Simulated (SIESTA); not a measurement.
Crystal: CdSe (Cadmoselite).

```
Cd Se
1.0
     4.30000    0.00000    0.00000
    -2.15000    3.72391    0.00000
     0.00000    0.00000    7.02000
Cd Se
2 2
Direct
  0.66667 0.33333 0.50000
  0.33333 0.66667 0.00000
  0.66667 0.33333 0.88500
  0.33333 0.66667 0.38500
```

Program: SIESTA 5.4.2. Alike in all runs: task band structure; no spin polarisation; cell as given; k mesh 7 × 7 × 4; smearing fermi-dirac 0.05 eV; grid cutoff 800 Ry; energy shift 0.002 Ry.

Task: Order these runs on this cell by their band gap on the k mesh, lowest first.
A. level revPBE; potentials or basis PseudoDojo 0.4 standard (PBE files), DZP (energy shift 0.002 Ry)
B. level PBE; potentials or basis PseudoDojo 0.4 standard (PBE files), TZTP (energy shift 0.002 Ry)
C. level LDA; potentials or basis PseudoDojo 0.4 standard (LDA files), DZP (energy shift 0.002 Ry)

Result: C (0.71 eV), B (0.90 eV), A (1.07 eV).

Caveats: the basis of atomic orbitals isn't converged, which shifts pressures, moduli and gaps.

A k mesh can miss the band edges.

Not every run made on this cell is shown here.
